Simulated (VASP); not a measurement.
Runs of VASP 6.6.1 on As2Pt (Sperrylite). Symmetry: Pa-3, No. 205, cubic system. The conventional cell has a = 5.983 Å, b = 5.983 Å, c = 5.983 Å, α = 90.00°, β = 90.00°, γ = 90.00°. Around As (site symmetry 3) lie 1 As at 2.43 Å and 3 Pt at 2.50 Å. Pt (site symmetry -3) is surrounded by 6 As at 2.50 Å. 

```csv
task,cell,gap on the mesh (eV),pressure (GPa),largest force (eV/Å)
relaxation of the atoms,atoms relaxed from: a relaxed cell with its volume scaled by 1.02,0.18,-2.9,-
relaxation of cell and atoms,relaxed,0.26,0.0,-
relaxation of the atoms,atoms relaxed from: a relaxed cell with its volume scaled by 0.96,(a),7.1,-
relaxation of the atoms,atoms relaxed from: a relaxed cell with its volume scaled by 0.98,0.35,3.4,-
relaxation of the atoms,atoms relaxed,0.26,0.0,-
relaxation of the atoms,atoms relaxed from: a relaxed cell with its volume scaled by 1.04,(b),-5.5,0.01
relaxation of the atoms,atoms relaxed from: a relaxed cell with its volume scaled by 0.94,0.55,11.4,0.01
```

Alike in all rows: level PBEsol; potentials or basis VASP PAW PBE potentials, release 64 (As, Pt); no spin polarisation; k mesh 6 × 6 × 6; cutoff (eV) 600; smearing gaussian 0.03 eV.

Task: Estimate the missing entries.

Result: (a) 0.45; (b) 0.10.

Caveats: the PAW data sets were made with another functional, which shifts forces and pressure a little; spin-orbit coupling is left out, which moves the levels of the heavy elements; the relaxation stopped at its first step, so nothing moved (some runs).

A k mesh can miss the band edges, and the runs leave out spin-orbit coupling on As, Pt.

Runs at the PBE level aren't shown here.
